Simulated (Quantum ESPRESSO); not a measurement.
# NiO: magnetism against a distortion at fixed volume

Wanted: the trend of the moments of NiO with a distortion at fixed volume.

Main program and level: Quantum ESPRESSO 7.5; PBEsol with U = 6 eV on Ni d (ortho-atomic projectors); plane waves with GBRV 1.5 PBEsol potentials, no spin-orbit coupling.

## (1) The starting structure

It takes space group Fm-3m (No. 225, cubic). Conventional cell: a = 4.172 Å, b = 4.172 Å, c = 4.172 Å, α = 90.00°, β = 90.00°, γ = 90.00°. Ni has 6 O at 2.09 Å nearest. Nearest to O lie 6 Ni at 2.09 Å. Farther neighbours and most contacts between anions are not listed.

As a file:

```cif
data_structure
_symmetry_space_group_name_H-M 'Fm-3m'
_symmetry_Int_Tables_number 225
_cell_length_a 4.1718
_cell_length_b 4.1718
_cell_length_c 4.1718
_cell_angle_alpha 90.000
_cell_angle_beta 90.000
_cell_angle_gamma 90.000
_cell_volume 72.61
loop_
_atom_site_label
_atom_site_type_symbol
_atom_site_symmetry_multiplicity
_atom_site_Wyckoff_symbol
_atom_site_fract_x
_atom_site_fract_y
_atom_site_fract_z
_atom_site_occupancy
Ni1 Ni 4 a 0.00000 0.00000 0.00000 1
O1 O 4 b 0.50000 0.00000 0.00000 1
```

The cell comes from the Crystallography Open Database.

## (2) Factor along z 0.92, ferro +

Lengths along Cartesian z scale by the factor and those normal to it by its inverse root. Atoms keep their fractional places. Seeded atoms are those given a starting moment.

The input, pw.in:

```
&CONTROL
  calculation = 'scf'
  prefix = 'pwscf'
  outdir = './tmp'
  pseudo_dir = './pseudo'
  disk_io = 'nowf'
  tprnfor = .true.
  tstress = .true.
/
&SYSTEM
  ibrav = 0
  celldm(1) = 8
  nat = 2
  ntyp = 2
  ecutwfc = 40
  ecutrho = 280
  nbnd = 20
  occupations = 'smearing'
  smearing = 'fd'
  degauss = 0.00367493
  nspin = 2
  starting_magnetization(1) = 0.1111
  starting_magnetization(2) = 0
/
&ELECTRONS
  conv_thr = 4d-09
  electron_maxstep = 150
  mixing_beta = 0.3
/
ATOMIC_SPECIES
Ni     58.6934 ni_pbesol_v1.4.uspp.F.UPF
O      15.9990 o_pbesol_v1.2.uspp.F.UPF
CELL_PARAMETERS alat
   0.0000000000000    0.5136990850804    0.4533050248931
   0.5136990850804    0.0000000000000    0.4533050248931
   0.5136990850804    0.5136990850804    0.0000000000000
ATOMIC_POSITIONS crystal
Ni      0.0000000000    0.0000000000    0.0000000000
O       0.5000000000    0.5000000000    0.5000000000
K_POINTS automatic
8 8 8 0 0 0
HUBBARD {ortho-atomic}
U Ni-3d 6.0000
```

Started as:

```
> OMP_NUM_THREADS=1 mpirun -n 2 pw.x -nk 2 -in pw.in > pw.out
```

Output:

```text
Program PWSCF v.7.5 starts

     Message from routine setup:
     using ibrav=0 with symmetry is DISCOURAGED, use correct ibrav instead

     K-points division:     npool     =       2
     Subspace diagonalization in iterative solution of the eigenvalue problem:

     bravais-lattice index     =            0
     lattice parameter (alat)  =       8.0000  a.u.
     unit-cell volume          =     122.4921 (a.u.)^3
     number of atoms/cell      =            2
     number of atomic types    =            2
     number of electrons       =        24.00
     number of Kohn-Sham states=           20
     kinetic-energy cutoff     =      40.0000  Ry
     charge density cutoff     =     280.0000  Ry
     scf convergence threshold =      4.0E-09
     mixing beta               =       0.3000
     number of iterations used =            8  plain     mixing
     Exchange-correlation= SLA  PW   PSX  PSC
                           (   1   4  10   8   0   0   0)
     Hubbard projectors: ortho-atomic
     Hubbard parameters of DFT+U (Dudarev formulation) in eV:
     U(Ni-3d) =  6.0000

     Internal variables: lda_plus_u =T, lda_plus_u_kind = 0

     Internal variables: orbital_resolved =F, hub_pot_fix =F, apply_U = F

     celldm(1)=   8.000000  celldm(2)=   0.000000  celldm(3)=   0.000000
     celldm(4)=   0.000000  celldm(5)=   0.000000  celldm(6)=   0.000000

     crystal axes: (cart. coord. in units of alat)
               a(1) = (   0.000000   0.513699   0.453305 )
               a(2) = (   0.513699   0.000000   0.453305 )
               a(3) = (   0.513699   0.513699   0.000000 )

     reciprocal axes: (cart. coord. in units 2 pi/alat)
               b(1) = ( -0.973332  0.973332  1.103010 )
               b(2) = (  0.973332 -0.973332  1.103010 )
               b(3) = (  0.973332  0.973332 -1.103010 )

     PseudoPot. # 1 for Ni read from file:
     ni_pbesol_v1.4.uspp.F.UPF
     Pseudo is Ultrasoft + core correction, Zval = 18.0

     PseudoPot. # 2 for O  read from file:
     o_pbesol_v1.2.uspp.F.UPF
     Pseudo is Ultrasoft + core correction, Zval =  6.0

     atomic species   valence    mass     pseudopotential
     Ni               18.00    58.69340     Ni( 1.00)
     O                 6.00    15.99900     O ( 1.00)

     Starting magnetic structure
     atomic species   magnetization
     Ni              0.111
     O               0.000

     16 Sym. Ops., with inversion, found

   Cartesian axes

     site n.     atom                  positions (alat units)
         1        Ni     tau(   1) = (   0.0000000   0.0000000   0.0000000  )
         2        O      tau(   2) = (   0.5136991   0.5136991   0.4533050  )

     number of k points=    59  Fermi-Dirac smearing, width (Ry)=  0.0037
                       cart. coord. in units 2pi/alat
        k(    1) = (   0.0000000   0.0000000   0.0000000), wk =   0.0019531
        k(    2) = (   0.1216666   0.1216666  -0.1378763), wk =   0.0156250
        k(    3) = (   0.2433331   0.2433331  -0.2757525), wk =   0.0156250
        k(    4) = (   0.3649997   0.3649997  -0.4136288), wk =   0.0156250
        k(    5) = (  -0.4866662  -0.4866662   0.5515050), wk =   0.0078125
        [... 54 further k-points ...]

     Dense  grid:     9719 G-vectors     FFT dimensions: (  30,  30,  32)

     Smooth grid:     4131 G-vectors     FFT dimensions: (  24,  24,  24)

     Check: negative core charge=   -0.000015
     Generating pointlists ...
     new r_m :   0.1870 (alat units)  1.4959 (a.u.) for type    1
     new r_m :   0.1870 (alat units)  1.4959 (a.u.) for type    2

     Initial potential from superposition of free atoms

     starting charge      22.0000, renormalised to      24.0000

     STARTING HUBBARD OCCUPATIONS:

     =================== HUBBARD OCCUPATIONS ===================
     ------------------------ ATOM    1 ------------------------
     Tr[ns(  1)] (up, down, total) =   5.00000  3.00000  8.00000
     Atomic magnetic moment for atom   1 =   2.00000
     [... lines left out ...]
     Number of occupied Hubbard levels =    8.0000

     Atomic wfc used for Hubbard projectors are orthogonalized

     Starting wfcs are   17 randomized atomic wfcs +    3 random wfcs

     Self-consistent Calculation

     iteration #  1     ecut=    40.00 Ry     beta= 0.30
     Davidson diagonalization with overlap
     ethr =  1.00E-02,  avg # of iterations =  6.0

     =================== HUBBARD OCCUPATIONS ===================
     ------------------------ ATOM    1 ------------------------
     Tr[ns(  1)] (up, down, total) =   3.22111  0.82713  4.04823
     Atomic magnetic moment for atom   1 =   2.39398
     [... lines left out ...]
     Number of occupied Hubbard levels =    4.0482

     total energy              =    -367.34299039 Ry
     estimated scf accuracy    <      27.68015103 Ry

     total magnetization       =     2.59 Bohr mag/cell
     absolute magnetization    =     2.63 Bohr mag/cell

     iteration #  2     ecut=    40.00 Ry     beta= 0.30
     Davidson diagonalization with overlap
     ethr =  1.00E-02,  avg # of iterations =  3.0

     total energy              =    -373.55604455 Ry
     estimated scf accuracy    <      10.73929444 Ry

     total magnetization       =     0.13 Bohr mag/cell
     absolute magnetization    =     0.14 Bohr mag/cell

     [... further iterations left out ...]

     iteration # 11     ecut=    40.00 Ry     beta= 0.30
     Davidson diagonalization with overlap
     ethr =  1.05E-10,  avg # of iterations =  2.0

     total energy              =    -375.13583141 Ry
     estimated scf accuracy    <          9.1E-09 Ry

     total magnetization       =     2.00 Bohr mag/cell
     absolute magnetization    =     2.01 Bohr mag/cell

     iteration # 12     ecut=    40.00 Ry     beta= 0.30
     Davidson diagonalization with overlap
     ethr =  3.79E-11,  avg # of iterations =  1.5

     Magnetic moment per site  (integrated on atomic sphere of radius R)
     atom   1 (R=0.187)  charge= 15.2238  magn=  1.6745
     atom   2 (R=0.187)  charge=  5.3218  magn=  0.2134

     End of self-consistent calculation

     =================== HUBBARD OCCUPATIONS ===================
     ------------------------ ATOM    1 ------------------------
     Tr[ns(  1)] (up, down, total) =   4.96892  3.23571  8.20463
     Atomic magnetic moment for atom   1 =   1.73321
     [... lines left out ...]
     Number of occupied Hubbard levels =    8.2046

     Number of k-points >= 100: set verbosity='high' to print the bands.

     the Fermi energy is    14.3714 ev

!    total energy              =    -375.13583435 Ry
     estimated scf accuracy    <          2.6E-10 Ry
     smearing contrib. (-TS)   =      -0.00000025 Ry
     internal energy E=F+TS    =    -375.13583410 Ry

     The total energy is F=E-TS. E is the sum of the following terms:
     one-electron contribution =    -217.46869370 Ry
     hartree contribution      =     123.14463237 Ry
     xc contribution           =     -42.48163154 Ry
     ewald contribution        =    -238.39503086 Ry
     Hubbard energy            =       0.06488963 Ry

     total magnetization       =     2.00 Bohr mag/cell
     absolute magnetization    =     2.01 Bohr mag/cell

     convergence has been achieved in  12 iterations

     Forces acting on atoms (cartesian axes, Ry/au):

     atom    1 type  1   force =     0.00000000    0.00000000    0.00000000
     atom    2 type  2   force =     0.00000000    0.00000000    0.00000000

     Total force =     0.000000     Total SCF correction =     0.000000

     Computing stress (Cartesian axis) and pressure

          total   stress  (Ry/bohr**3)                   (kbar)     P=       89.02
  -0.00037847  -0.00000000  -0.00000000          -55.68       -0.00       -0.00
  -0.00000000  -0.00037847  -0.00000000           -0.00      -55.68       -0.00
   0.00000000  -0.00000000   0.00257234            0.00       -0.00      378.40

=------------------------------------------------------------------------------=
   JOB DONE.
=------------------------------------------------------------------------------=
```

Wall time 15 s (2 MPI ranks of Intel Xeon 6975P-C (Granite Rapids), shared host); peak memory 0.18 GiB.

Spin moment in the atom's sphere by atom:

| atom | spin moment in the atom's sphere (μB) |
| --- | --- |
| Ni1 | 1.67 |
| O2 | 0.21 |

Numbers from this step:

| Property | Result |
| --- | --- |
| smearing term TS | 3.42e-6 eV |
| pressure | 8.902 GPa |
| magnetization | 2 μB |
| absolute magnetization | 2.011 μB |
| final state | ferromagnetic |

## (3) Factor along z 0.92, antiferro q=(0,1/2,1/2) +-

The wavevector q is in fractions of the reciprocal vectors of the crystal's primitive cell, as the cells of these inputs are built from it; moments change sign between cells as cos(2π q·R).

The input, pw.in:

```
&CONTROL
  calculation = 'scf'
  prefix = 'pwscf'
  outdir = './tmp'
  pseudo_dir = './pseudo'
  disk_io = 'nowf'
  tprnfor = .true.
  tstress = .true.
/
&SYSTEM
  ibrav = 0
  celldm(1) = 8
  nat = 4
  ntyp = 3
  ecutwfc = 40
  ecutrho = 280
  nbnd = 33
  occupations = 'smearing'
  smearing = 'fd'
  degauss = 0.00367493
  nspin = 2
  starting_magnetization(1) = 0.1111
  starting_magnetization(2) = -0.1111
  starting_magnetization(3) = 0
/
&ELECTRONS
  conv_thr = 8d-09
  electron_maxstep = 150
  mixing_beta = 0.3
/
ATOMIC_SPECIES
Ni1    58.6934 ni_pbesol_v1.4.uspp.F.UPF
Ni2    58.6934 ni_pbesol_v1.4.uspp.F.UPF
O      15.9990 o_pbesol_v1.2.uspp.F.UPF
CELL_PARAMETERS alat
   0.0000000000000    0.5136990850804    0.4533050248931
   1.0273981701584    0.0000000000000    0.9066100497862
   1.0273981701584    0.5136990850804    0.4533050248931
ATOMIC_POSITIONS crystal
Ni1     0.0000000000    0.0000000000    0.0000000000
Ni2     0.0000000000    0.5000000000    0.0000000000
O       0.5000000000    0.0000000000    0.5000000000
O       0.5000000000    0.5000000000    0.5000000000
K_POINTS automatic
8 4 8 0 0 0
HUBBARD {ortho-atomic}
U Ni1-3d 6.0000
U Ni2-3d 6.0000
```

Output:

```text
     [... lines left out ...]
Program PWSCF v.7.5 starts
     [... lines left out ...]
     number of atoms/cell      =            4
     [... lines left out ...]
     number of electrons       =        48.00
     number of Kohn-Sham states=           33
     kinetic-energy cutoff     =      40.0000  Ry
     charge density cutoff     =     280.0000  Ry
     scf convergence threshold =      8.0E-09
     [... lines left out ...]
      8 Sym. Ops., with inversion, found
     [... lines left out ...]
     number of k points=    55  Fermi-Dirac smearing, width (Ry)=  0.0037
     [... lines left out ...]
     iteration # 12     ecut=    40.00 Ry     beta= 0.30
     [... lines left out ...]
     Magnetic moment per site  (integrated on atomic sphere of radius R)
     atom   1 (R=0.187)  charge= 15.2197  magn=  1.6826
     atom   2 (R=0.187)  charge= 15.2197  magn= -1.6826
     atom   3 (R=0.187)  charge=  5.3233  magn= -0.0600
     atom   4 (R=0.187)  charge=  5.3233  magn=  0.0600
     [... lines left out ...]
     Tr[ns(  1)] (up, down, total) =   4.96837  3.22885  8.19722
     [... lines left out ...]
     Tr[ns(  2)] (up, down, total) =   3.22885  4.96837  8.19722
     [... lines left out ...]
     the Fermi energy is    14.6325 ev
!    total energy              =    -750.26975736 Ry
     estimated scf accuracy    <          6.7E-09 Ry
     smearing contrib. (-TS)   =      -0.00000004 Ry
     [... lines left out ...]
     total magnetization       =    -0.00 Bohr mag/cell
     absolute magnetization    =     3.80 Bohr mag/cell
     convergence has been achieved in  12 iterations
     [... lines left out ...]
     Total force =     0.000000     Total SCF correction =     0.000000
     [... lines left out ...]
          total   stress  (Ry/bohr**3)                   (kbar)     P=       90.90
     [... lines left out ...]
```

It took 68 s on 2 MPI ranks; peak memory 0.29 GiB; 2.3 min of CPU time.

Spin moment in the atom's sphere by atom:

| atom | spin moment in the atom's sphere (μB) |
| --- | --- |
| Ni1 | 1.68 |
| Ni2 | -1.68 |
| O3 | -0.06 |
| O4 | 0.06 |

Read from the output:

```yaml
smearing_term_ts: 5.14e-7 eV
pressure: 9.090 GPa
magnetization: 0 μB
absolute_magnetization: 3.802 μB
final_state: antiferromagnetic
```

[end of part 1 of 2]

[Logs and program files are shortened in this print: banners, set-up blocks, solver, clock and traceback lines can be left out without a mark of their own.]

[Logs are printed without paths, hosts, clocks, repeated set-up lines and the standing remarks that a program may print on its own settings, such as how far it seeks lower states.]

[Hosts, paths, dates, database ids (printed as entryN), source tags and the programs' standing remarks are cut or masked in the printed files.]

[Where a cell is said to come from a database of computed structures, the database is the Materials Project.]
